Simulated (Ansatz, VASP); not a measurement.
# MoS2: VASP beside Ansatz, part 2 of 2

Aim: how closely do two programs agree when they are given the same cell, functional and k mesh? The cell is taken from a series of runs on this material, whose earlier steps may have relaxed, scaled, displaced or heated it; both programs get it as it stands.

VASP 6.6.1 and Ansatz 0.2.0.

So far: The structure; Ansatz: single point, PBEsol, pair 1; VASP: single point, PBEsol, pair 1; Comparison; Ansatz: single point, PBEsol, pair 2.

**6. VASP: single point, PBEsol, pair 2**

Level of this step: PBEsol, no spin polarisation; plane waves and PAW (S, Mo_sv) (VASP).

The same cell, functional and mesh now go to VASP, with its own data sets.

The input, INCAR:

```
SYSTEM = MoS2
PREC = Accurate
ENCUT = 400
EDIFF = 1E-06
NELM = 120
ISMEAR = 0
SIGMA = 0.01
LREAL = .FALSE.
ALGO = Normal
GGA = PS
NBANDS = 32
LASPH = .TRUE.
LORBIT = 11
LWAVE = .FALSE.
LCHARG = .FALSE.
ISIF = 2
LDIPOL = .TRUE.
IDIPOL = 3
DIPOL = 0.5 0.5 0.5
LVHAR = .TRUE.
GGA_COMPAT = .FALSE.
EFERMI = MIDGAP
NELMDL = -8
KPAR = 2
```

The input, POSCAR:

```
MoS2
1.0
    3.1159354134      0.0000000000      0.0000000000
   -1.5579677067      2.6984792245      0.0000000000
    0.0000000000      0.0000000000     41.1000000000
S Mo
4 2
Direct
    0.7500000000      0.2500000000      0.3913035807
    0.7500000000      0.2500000000      0.4673199411
    0.0833333333      0.9166666667      0.5326951637
    0.0833333333      0.9166666667      0.6086964193
    0.0833333333      0.9166666667      0.4293211698
    0.4166666666      0.5833333334      0.5706364349
```

The input, KPOINTS:

```
Automatic mesh
0
Gamma
12 12 1
0 0 0
```

PAW data sets: S and Mo_sv (PBE family, release 64).

Command:

```sh
> mpirun -np 2 vasp_std
```

Numbers of over 12 decimals in the logs are rounded to 6 here.

What it wrote:

```text
[banner, memory and clock lines left out]
running    2 mpi-ranks, on    1 nodes
[...]
[... a notice as in an earlier step ...]

 LDA part: xc-table for (Slater+PW92), standard interpolation
 POSCAR, INCAR and KPOINTS ok, starting setup
[...]
entering main loop
       N       E                     dE             d eps       ncg     rms          rms(c)
DAV:   1     0.407905980762E+03    0.40791E+03   -0.23876E+04  1568   0.107E+03
DAV:   2    -0.150267788573E+02   -0.42293E+03   -0.41627E+03  1648   0.287E+02
DAV:   3    -0.487699183046E+02   -0.33743E+02   -0.33492E+02  1496   0.779E+01
DAV:   4    -0.496020306545E+02   -0.83211E+00   -0.82824E+00  1544   0.130E+01
[...]
DAV:  27    -0.468149771106E+02   -0.25643E-05   -0.45302E-08   752   0.623E-04    0.337E-04
DAV:  28    -0.468149792119E+02   -0.21014E-05   -0.63027E-08   816   0.498E-04    0.376E-04
DAV:  29    -0.468149798165E+02   -0.60454E-06   -0.12507E-08   696   0.277E-04
   1 F= -.46814980E+02 E0= -.46814980E+02  d E =0.000000E+00
```

Parts of OUTCAR (step 6):

```text
  Total        1.8372716      1.8372716      1.1867849      0.0000000      0.0000000     -0.0000000
  in kB        8.5179405      8.5179405      5.5021603      0.0000000      0.0000000     -0.0000000
  external PRESSURE =       7.5126804 kB  Pullay stress =       0.0000000 kB

 POSITION                                       TOTAL-FORCE (eV/Angst)
 -----------------------------------------------------------------------------------
      1.94746      0.67462     16.08258        -0.000000      0.000000     -0.083389
      1.94746      0.67462     19.20685        -0.000000     -0.000000     -0.035639
     -1.16848      2.47361     21.89377         0.000000     -0.000000      0.033726
     -1.16848      2.47361     25.01742        -0.000000     -0.000000      0.080853
     -1.16848      2.47361     17.64510         0.000000      0.000000     -0.098871
      0.38949      1.57411     23.45316         0.000000     -0.000000      0.103320
 -----------------------------------------------------------------------------------
    total drift:                               -0.000001      0.000000      0.000548

  FREE ENERGIE OF THE ION-ELECTRON SYSTEM (eV)
  ---------------------------------------------------
  free  energy   TOTEN  =       -46.8149798165 eV

  energy  without entropy=      -46.8149798165  energy(sigma->0) =      -46.81497982

[... 3 further parts left out ...]
[key lines of the parts left out:]
E-fermi :  -0.7767
```

**7. Comparison**

What differs besides the data sets and the points named for the pairs above, as far as they apply: fixed occupations in Ansatz, narrow Gaussian smearing in VASP. Total energies have different zeros and are not compared.

The two programs side by side:

| quantity | Ansatz | VASP | difference |
| --- | --- | --- | --- |
| gap on the k mesh (eV) | 0.992 | 1.010 | -0.018 |

Forces (eV/Å; atoms numbered as in POSCAR):

| atom | Ansatz x, y, z | VASP x, y, z |
| --- | --- | --- |
| S1 | 0.000, 0.000, -0.080 | 0.000, 0.000, -0.083 |
| S2 | 0.000, 0.000, -0.033 | 0.000, 0.000, -0.036 |
| S3 | 0.000, 0.000, 0.032 | 0.000, 0.000, 0.034 |
| S4 | 0.000, 0.000, 0.077 | 0.000, 0.000, 0.081 |
| Mo5 | 0.000, 0.000, -0.098 | 0.000, 0.000, -0.099 |
| Mo6 | 0.000, 0.000, 0.102 | 0.000, 0.000, 0.103 |

The forces differ by 1.4 meV/Å r.m.s., which is 3.2 % of the r.m.s. force of 0.045 eV/Å (both taken over all components). A gap on the mesh is an upper bound, since the band edges may lie between its points. Where the cell holds vacuum, a pressure given here is an average over it and none of the material.

**8. Ansatz: single point, PBEsol, pair 3**

With cell and atoms fixed, the geometry can't cause a difference; cores, projectors, grids and the points listed under the comparison can.

The cell is taken from a series of runs on this material, whose earlier steps may have relaxed, scaled, displaced or heated it; both programs get it as it stands.

The input, input.yaml:

```yaml
crystal:
  lattice:
    - [3.1159354134, 0.0, 0.0]
    - [-1.5579677067, 2.6984792245, 0.0]
    - [0.0, 0.0, 41.1]
  atoms:
    - { symbol: S, position: [0.75, 0.25, 0.3913035807] }
    - { symbol: Mo, position: [0.0833333333, 0.9166666667, 0.4293211698] }
    - { symbol: S, position: [0.75, 0.25, 0.4673199411] }
    - { symbol: S, position: [0.0833333333, 0.9166666667, 0.5326951637] }
    - { symbol: Mo, position: [0.4166666667, 0.5833333333, 0.5706364349] }
    - { symbol: S, position: [0.0833333333, 0.9166666667, 0.6086964193] }
  periodic: [true, true, false]
kpoints:
  mp_grid: { grid: [9, 9, 1] }
  band_path:
    path:
      - [0, 0, 0]
      - [0.5, 0, 0]
      - [0.3333333333333, 0.3333333333333, 0]
      - [0, 0, 0]
    npoints: 10
hamiltonian:
  xc: pbesol
scf:
  occupations: { method: fermi_dirac, width: 0.02 }
  n_extra_bands: 6
output:
  eigenvalues: true
  forces: true
  stress: true
  write_density: true
  write_potential: true
  elf: true
  volumetric_format: npy
```

Command:

```sh
> ansatz run input.yaml --threads 3 --pin off --max-ram 92160MiB --backend cuda --events-out ev --progress --plain --runs-dir out --devices 1 --max-vram 13GiB
```

What it wrote:

```text
[...]
GPUs: using 1 of 1 available (devices: 1).
[...]
GPU FFT provider: cuFFT
GPU libraries: cuBLAS 13.8.2, cuFFT 12.4.0, cuSOLVER 12.3.4
Crystal: 6 atoms, lattice volume = 345.581 Å³
Basis set: ecut = 420 eV, 6701 PW (Γ), exchange–correlation on 48×48×576 points (8 copies of the dense FFT grid, shifted against one another)
[...]
k-point 0: bands = [... 22 lower, -7.3261, -7.1943, -6.3164, -5.2196, -3.1086, -3.1086, -2.9711, -2.9711, ... 2 higher]
  k-point 1: bands = [... 22 lower, -7.2451, -6.7746, -6.3386, -5.5760, -3.2867, -3.2615, -3.1609, -3.1114, ... 2 higher]
  k-point 2: bands = [... 22 lower, -7.4619, -6.9578, -6.6868, -6.4547, -3.9056, -3.5050, -3.4573, -3.2546, ... 2 higher]
  k-point 11: bands = [... 22 lower, -8.2942, -8.0269, -6.0089, -5.8768, -4.1069, -4.0043, -3.0633, -3.0045, ... 2 higher]
[key lines of the parts left out:]
SCF converged after 11 iterations
Free energy (F): -13340.257385 eV
Fermi energy:    -4.713171 eV
P = ½ c Tr σ = 3.8174 N/m
```

**9. VASP: single point, PBEsol, pair 3**

The same cell, functional, mesh and smearing now go to VASP, with its own data sets.

Changes to INCAR since step 6:

```diff
@@ -5,4 +5,4 @@
 NELM = 120
-ISMEAR = 0
-SIGMA = 0.01
+ISMEAR = -1
+SIGMA = 0.02
 LREAL = .FALSE.
```

POSCAR is that of step 6.

The input, KPOINTS:

```
Automatic mesh
0
Gamma
9 9 1
0 0 0
```

Command:

```sh
> mpirun -np 2 vasp_std
```

What it wrote:

```text
[... set-up lines as in an earlier step ...]
 entering main loop
       N       E                     dE             d eps       ncg     rms          rms(c)
DAV:   1     0.398007184617E+03    0.39801E+03   -0.23979E+04  1016   0.107E+03
DAV:   2    -0.165671194454E+02   -0.41457E+03   -0.40739E+03  1016   0.288E+02
DAV:   3    -0.487819532739E+02   -0.32215E+02   -0.31951E+02   936   0.771E+01
DAV:   4    -0.496003867298E+02   -0.81843E+00   -0.81399E+00   992   0.129E+01
[...]
DAV:  27    -0.468148595091E+02   -0.11146E-05   -0.22205E-08   488   0.464E-04    0.610E-04
DAV:  28    -0.468148607675E+02   -0.12584E-05   -0.30981E-08   504   0.368E-04    0.387E-04
DAV:  29    -0.468148614633E+02   -0.69581E-06   -0.19636E-08   472   0.351E-04
   1 F= -.46814861E+02 E0= -.46814861E+02  d E =-.335964E-12
```

Parts of OUTCAR (step 9):

```text
  Total        1.8372859      1.8372859      1.1870142      0.0000000      0.0000000      0.0000000
  in kB        8.5180068      8.5180068      5.5032237      0.0000000      0.0000000      0.0000000
  external PRESSURE =       7.5130791 kB  Pullay stress =       0.0000000 kB

 POSITION                                       TOTAL-FORCE (eV/Angst)
 -----------------------------------------------------------------------------------
      1.94746      0.67462     16.08258        -0.000000     -0.000000     -0.083675
      1.94746      0.67462     19.20685        -0.000000     -0.000000     -0.035387
     -1.16848      2.47361     21.89377        -0.000000      0.000000      0.033412
     -1.16848      2.47361     25.01742         0.000000      0.000000      0.081121
     -1.16848      2.47361     17.64510        -0.000000      0.000000     -0.098641
      0.38949      1.57411     23.45316         0.000000      0.000000      0.103169
 -----------------------------------------------------------------------------------
    total drift:                               -0.000001      0.000000      0.000559

  FREE ENERGIE OF THE ION-ELECTRON SYSTEM (eV)
  ---------------------------------------------------
  free  energy   TOTEN  =       -46.8148614633 eV

  energy  without entropy=      -46.8148614633  energy(sigma->0) =      -46.81486146

[... 1 part as in an earlier step ...]

[... 2 further parts left out ...]
[key lines of the parts left out:]
E-fermi :  -0.7413
```

**10. Differences**

Compared:

| quantity | Ansatz | VASP | difference |
| --- | --- | --- | --- |
| gap on the k mesh (eV) | 1.063 | 1.081 | -0.018 |

Forces (eV/Å; atoms numbered as in POSCAR):

| atom | Ansatz x, y, z | VASP x, y, z |
| --- | --- | --- |
| S1 | 0.000, 0.000, -0.080 | 0.000, 0.000, -0.084 |
| S2 | 0.000, 0.000, -0.033 | 0.000, 0.000, -0.035 |
| S3 | 0.000, 0.000, 0.032 | 0.000, 0.000, 0.033 |
| S4 | 0.000, 0.000, 0.078 | 0.000, 0.000, 0.081 |
| Mo5 | 0.000, 0.000, -0.098 | 0.000, 0.000, -0.099 |
| Mo6 | 0.000, 0.000, 0.101 | 0.000, 0.000, 0.103 |

The forces differ by 1.4 meV/Å r.m.s., which is 3.2 % of the r.m.s. force of 0.045 eV/Å (both taken over all components). A gap on the mesh is an upper bound, since the band edges may lie between its points. Where the cell holds vacuum, a pressure given here is an average over it and none of the material.

**11. Results**

```
difference in gap on the k mesh (single point, PBEsol, pair 1) : -0.0053 eV
r.m.s. force difference (single point, PBEsol, pair 2)         : 1.4 meV/Å
r.m.s. force difference (single point, PBEsol, pair 3)         : 1.4 meV/Å
```

The r.m.s. force difference is 1.4 meV/Å (single point, PBEsol, pair 3), within the 12 meV/Å picked in this series as the mark of a large difference. Pairs 2 and 3 hold one cell, so they aren't independent. 4 further pairs of this series are not shown here. How closely two codes agree says nothing of how well the functional describes the real material.

[Lines on the potential files, build, host, timing and source positions are cut from VASP's logs without a mark.]

[Logs are printed without paths, hosts, clocks, repeated set-up lines and the standing remarks that a program may print on its own settings, such as how far it seeks lower states.]

[Hosts, paths, dates, database ids (printed as entryN), source tags and the programs' standing remarks are cut or masked in the printed files.]
